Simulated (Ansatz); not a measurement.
Predict the output of the script below (Ansatz 0.2.0, Python API).

`w2c.extxyz`
```text
3
Lattice="3.07004564 0.0 0.0 -1.53502282 2.65873752 0.0 0.0 0.0 4.678428" Properties=species:S:1:pos:R:3 pbc="T T T"
W    -0.00000002    1.77249169    3.49165585
W     1.53502284    0.88624583    1.18677215
C     0.00000000    0.00000000    0.00000000
```

`run_restart.py`:
```python
# -*- coding: utf-8 -*-
import ansatz as az

crystal = az.Crystal.from_extxyz('w2c.extxyz')

model = (
    crystal.calculation()
    .functional('pbe')
    .kpoints(9, 9, 5)
    .occupations('Marzari-Vanderbilt', width=0.1)
    .scf(tolerance=1e-07)
    .forces()
    .checkpoint(write='ground.run')
)
with az.exiting_at_sigterm():
    outcome = model.run(threads=1, pin='off', resume=True)
print('returned:', type(outcome).__name__)
print(f'F = {outcome.report["free_energy_ev"]:.5f} eV, {outcome.report["n_iterations"]} iterations')
```

Running `python run_restart.py` prints:
```text
DeckWarning: basis.ecutwfc = 420 eV, auto-derived from the records' recommended cutoffs: set by W (normal level)
returned: RunOutcome
F = -21020.46591 eV, 6 iterations
```
(Warnings from the package without file and line.)

Running `python run_restart.py` prints:
```text
DeckWarning: basis.ecutwfc = 420 eV, auto-derived from the records' recommended cutoffs: set by W (normal level)
returned: CompletedStep
F = -21020.46591 eV, 6 iterations
```
(Warnings from the package without file and line.)

Caveats:
- Total energies depend on the potentials; only differences at equal settings carry meaning. A total without «per atom» is that of the cell as typed.
- For a metal this k-point mesh is coarse: on a finer one energies can move by several to tens of meV an atom and pressures by half a GPa or more, differences at one mesh by less.
- Spin-orbit coupling, which matters for elements this heavy, is left out.
- The structure comes from a database of computed cells and needn't be a stable or known phase.
- The whole script took 2.2 s on 1 thread of Arm Neoverse V2, on a shared host, peak memory 0.37 GiB.

(A comment or docstring line of the script was reworded after the run, the code is as it ran; lines on the test bed's own set-up are left out of the output.)
